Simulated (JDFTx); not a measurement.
Mg in JDFTx: convergence with k mesh

Input of the first run (k mesh 2 × 2 × 2); the others differ in this setting and in those tied to it:

Mg.in

```
lattice \
   -3.4695213478     3.4695213478     3.4695213478 \
    3.4695213478    -3.4695213478     3.4695213478 \
    3.1736136504     3.1736136504    -3.1736136504
coords-type Cartesian
ion Mg     0.0000000000     0.0000000000     0.0000000000 1

ion-species pseudo/Mg.upf
elec-cutoff 42
elec-ex-corr gga-PBEsol
kpoint-folding 2 2 2
elec-smearing Cold 0.0018374661
elec-n-bands 10
electronic-SCF nIterations 100 energyDiffThreshold 1e-09
electronic-minimize nIterations 30 energyDiffThreshold 1e-7
converge-empty-states yes
forces-output-coords Cartesian

dump-name run.$VAR
dump End Ecomponents EigStats BandEigs Kpoints Forces Stress
```

Potentials or basis: PseudoDojo-SR-PBEsol-0.4.1-standard.

Command:

```sh
$ jdftx -c 1 -i Mg.in -o Mg.out
```

This isn't the form of Mg at room conditions, which is hcp.

Hardware: 1 thread of Arm Neoverse V1, with other jobs on the host.

The values tried are 2 × 2 × 2, 3 × 3 × 3, 4 × 4 × 4, 6 × 6 × 6, 7 × 7 × 7, 9 × 9 × 9, 11 × 11 × 11, 13 × 13 × 13, loosest first. From which on does the pressure stay within 0.1 GPa of the tightest run that finished?

From 11 × 11 × 11 on.

| k mesh | energy less the tightest run, at zero smearing (meV/atom) | pressure (GPa) | SCF cycles | CPU time (s) | peak memory (GiB) |
| --- | --- | --- | --- | --- | --- |
| 2 × 2 × 2 | 1229.02 | 2.14 | 9 | 3 | 0.04 |
| 3 × 3 × 3 | 413.56 | -0.50 | 9 | 4.2 | 0.04 |
| 4 × 4 × 4 | -27.86 | -0.36 | 8 | 7.3 | 0.04 |
| 6 × 6 × 6 | 17.27 | 0.01 | 8 | 16 | 0.05 |
| 7 × 7 × 7 | -14.89 | -0.20 | 8 | 21 | 0.06 |
| 9 × 9 × 9 | 7.33 | -0.23 | 8 | 38 | 0.08 |
| 11 × 11 × 11 | 0.92 | -0.09 | 8 | 64 | 0.11 |
| 13 × 13 × 13 | 0.00 | -0.13 | 8 | 99 | 0.16 |

Against the tightest run, the energy stays within 1 meV/atom from 11 × 11 × 11 on. Meshes of other sizes hit other points, so gaps and Fermi surfaces needn't settle smoothly. The tightest run that finished is the yardstick and may itself not be fully converged.

Caveat, for the tightest run too: the empty levels aren't tightly converged.
